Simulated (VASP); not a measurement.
# Settings for GaN: self-consistent run

GaN, P1 (no. 1), 4 atoms in the cell. PBE; PAW potentials Ga_d, N (PBE set). VASP 6.6.1. The atoms are moved at random off their ideal places.

Wanted: energy within 1 meV/atom; forces within 0.005 eV/Å; pressure within 0.1 GPa.

POSCAR:
```
GaN
1.0
    3.1800000000      0.0000000000      0.0000000000
   -1.5900000000      2.7539607840      0.0000000000
    0.0000000000      0.0000000000      5.1660000000
Ga N
2 2
Direct
    0.6600500000      0.3303130000      0.4954850000
    0.3347080000      0.6621820000     -0.0011780000
    0.6663010000      0.3329150000      0.8740920000
    0.3302160000      0.6727310000      0.3718020000
```

## One numerical tag moved

| One numerical tag moved | Energy less reference (meV/atom) | Forces, largest deviation (eV/Å) | Pressure (GPa) | SCF iterations | Time (s) |
|---|---|---|---|---|---|
| default | 0.0 | 0.0000 | 7.39 | 15 | 58 |
| WEIMIN = 0.0 | 0.0 | 0.0000 | 7.39 | 15 | 66 |
| LDIAG = F | 0.0 | 0.0000 | 7.40 | 15 | 70 |
| RANDOM_GENERATOR = pcg_32 | 0.0 | 0.0000 | 7.38 | 15 | 66 |
| EBREAK = 0.0001 | 0.0 | 0.0000 | 7.40 | 20 | 65 |
| LMAXPAW = 0 | 0.5 | 0.0021 | 7.29 | 15 | 67 |
| NDAV = 2 | 0.0 | 0.0000 | 7.39 | 15 | 72 |
| DEPER = 0.05 | 0.0 | 0.0000 | 7.39 | 15 | 79 |
| DEPER = 0.6 | 0.0 | 0.0000 | 7.38 | 16 | 76 |

Chosen: default; no other choice that stays within half of the tolerance saves 30 % of the time.

## The input

INCAR:
```
PREC = Accurate
ENCUT = 520
EDIFF = 1E-7
ISMEAR = 0
SIGMA = 0.02
LREAL = False
LASPH = True
ALGO = Normal
NELM = 100
ISIF = 2
LWAVE = False
LCHARG = False
```

KPOINTS:
```
k-points
0
Gamma
  8 8 5
```

Commands:
```
cat potpaw_PBE.64/Ga_d/POTCAR potpaw_PBE.64/N/POTCAR > POTCAR
mpirun -np 1 vasp_std > vasp.out
```

The chosen input took VASP 6.6.1 58 s on 1 core (Intel Xeon 6975P-C (Granite Rapids)), a shared host.

## An input that fails: LMAXPAW = -1 without LASPH

It runs to its end, but against the unchanged starting input it is off by 2.0 meV/atom in the energy, 0.0022 eV/Å in the forces, 0.09 GPa in the pressure.

Changes against the starting input:
```
- LASPH = True
+ LASPH = False
+ LMAXPAW = -1
```
